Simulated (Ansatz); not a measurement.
**Te2Mo: a vibration from a frozen displacement**

These are results of Ansatz, DFT r2SCAN, scalar-relativistic, plane waves, PAW, not measurements. Settings: plane waves to 500 eV, k-mesh 12×12×2 (Γ-centred), Gaussian smearing 0.05 eV. Spin–orbit coupling is left out, which matters for the heavy elements here. No spin polarisation. Energies are free energies at this smearing, counted from the undisturbed cell; pressure is positive in compression.

The undisturbed cell (as given, not relaxed at this level; it stands at 0.0 GPa; this form isn't the usual structure):

```
Te Mo
1.0
     3.56023    0.00000    0.00000
    -1.78012    3.08325    0.00000
     0.00000    0.00000   17.52406
Te Mo
2 1
Direct
  0.33333 0.66667 0.89786
  0.33333 0.66667 0.10214
  0.00000 0.00000 0.00000
```

The cell holds layers and no dispersion correction was added, so their binding is poorly described.

Atom 1 (Te) is moved by x along the Cartesian unit vector (0.707, 0.707, 0.000); the cell and all other atoms stay fixed. The cell's volume is 192.36 Å³; the moved atoms weigh 127.600 u together and the others 223.550 u.

```
  x (Å)  ΔE (meV/cell) total force on the moved atoms along the move (eV/Å) pressure (GPa)
-0.2000         128.45                                                1.2375          0.2387
-0.1600          83.40                                                1.0130          0.1560
-0.1200          47.57                                                0.7765          0.0898
-0.0800          21.43                                                0.5286          0.0411
-0.0400           5.43                                                0.2695          0.0112
 0.0000           0.00                                                0.0000          0.0009
 0.0800          22.51                                               -0.5694          0.0438
 0.1200          51.23                                               -0.8682          0.0990
 0.1600          92.09                                               -1.1758          0.1778
 0.2000         145.41                                               -1.4917          0.2811
```

Q: What frequency belongs to this motion?

A: The force constant is k = −dF/dx = 6.865 eV/Å², from the parabola through x = -0.0400, 0 and 0.0800. In every cell the moved atoms swing against the rest, so the mass is μ = m₁m₂/(m₁ + m₂) = 81.233 u, and ν̃ = 521.5 cm⁻¹ × √(|k|/μ) = 152 cm⁻¹. The pattern needn't be a normal mode: ν̃² is then a weighted mean of the squared nonzero frequencies at the zone centre of this cell, taken without macroscopic field, so it lies between the lowest and the highest of them.

Q: How far does the harmonic law reach?

A: At x = -0.200 Å, kx²/2 = 137.30 meV against the computed 128.45 meV (-6.4 %): the well is still close to harmonic there.